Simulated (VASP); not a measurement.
Input of a VASP 6.6.1 run:

POSCAR

```
Ge
1.0
    0.0000000000      2.8289100000      2.8289100000
    2.8289100000      0.0000000000      2.8289100000
    2.8289100000      2.8289100000      0.0000000000
Ge
2
Cartesian
    4.2452207650      4.2304029344      4.2444456436
    2.8435977007      2.8228108700      2.8248646587
```

The input INCAR.step1:

```
SYSTEM = Ge
ALGO     = Normal         ! electronic algorithm
EDIFF    = 1E-6           ! SCF threshold, eV
ENCUT    = 900            ! plane-wave cutoff, eV
GGA      = PS             ! functional
ISIF     = 2              ! what is computed and relaxed
ISMEAR   = 0              ! smearing method
IVDW     = 12             ! dispersion correction
LASPH    = .TRUE.         ! aspherical terms in the spheres
LCHARG   = .TRUE.         ! write CHGCAR
LREAL    = .FALSE.        ! projectors in reciprocal space
LWAVE    = .FALSE.        ! write WAVECAR
NBANDS   = 21             ! bands
NELM     = 100            ! most SCF steps
PREC     = Accurate       ! precision mode
SIGMA    = 0.1            ! smearing width, eV
```

The input KPOINTS.step1:

```
k-points
0
G
  8 8 8
  0 0 0
```

The input INCAR.step2:

```
SYSTEM = Ge
ALGO     = Normal         ! electronic algorithm
EDIFF    = 1E-6           ! SCF threshold, eV
ENCUT    = 900            ! plane-wave cutoff, eV
GGA      = PS             ! functional
ICHARG   = 11             ! starting density
ISIF     = 2              ! what is computed and relaxed
ISMEAR   = -5             ! smearing method
IVDW     = 12             ! dispersion correction
LASPH    = .TRUE.         ! aspherical terms in the spheres
LCHARG   = .FALSE.        ! write CHGCAR
LORBIT   = 11             ! projections on sites
LREAL    = .FALSE.        ! projectors in reciprocal space
LWAVE    = .FALSE.        ! write WAVECAR
NBANDS   = 21             ! bands
NEDOS    = 2001           ! points of the DOS
NELM     = 100            ! most SCF steps
PREC     = Accurate       ! precision mode
SIGMA    = 0.1            ! smearing width, eV
```

Contents of KPOINTS.step2:

```
k-points
0
G
  12 12 12
  0 0 0
```

Potentials or basis: VASP PAW PBE potentials, release 64 (Ge_h).

Command:

```console
$ cat potpaw_PBE.64/Ge_h/POTCAR > POTCAR
$ cp INCAR.step1 INCAR
$ cp KPOINTS.step1 KPOINTS
$ mpirun -np 1 vasp_std > vasp.out
$ cp INCAR.step2 INCAR
$ cp KPOINTS.step2 KPOINTS
$ mpirun -np 1 vasp_std > vasp.out
```

Predict the dispersion energy per atom.

-0.274 eV.

States per cell in windows of 1 eV (zero at the valence-band top; states under -8 eV left out):
```csv
from (eV),total,Ge1_p,Ge2_p,Ge1_s,Ge2_s,Ge1_d,Ge2_d
-8.0,0.84,0.04,0.04,0.15,0.15,0.00,0.00
-7.0,0.40,0.02,0.02,0.07,0.07,0.00,0.00
-6.0,0.24,0.02,0.02,0.04,0.04,0.00,0.00
-5.0,0.54,0.06,0.06,0.03,0.03,0.00,0.00
-4.0,1.20,0.17,0.17,0.03,0.03,0.00,0.00
-3.0,1.32,0.21,0.21,0.02,0.02,0.01,0.01
-2.0,0.98,0.17,0.17,0.01,0.01,0.01,0.01
-1.0,0.22,0.04,0.04,0.00,0.00,0.00,0.00
0.0,0.16,0.01,0.01,0.02,0.02,0.00,0.00
1.0,1.37,0.11,0.11,0.11,0.11,0.02,0.02
2.0,1.02,0.10,0.10,0.06,0.06,0.02,0.02
3.0,1.34,0.15,0.15,0.04,0.04,0.03,0.03
4.0,1.24,0.14,0.14,0.02,0.02,0.03,0.03
5.0,1.12,0.14,0.14,0.02,0.02,0.03,0.03
6.0,1.12,0.15,0.15,0.02,0.02,0.02,0.02
7.0,0.93,0.09,0.09,0.02,0.02,0.03,0.03
```
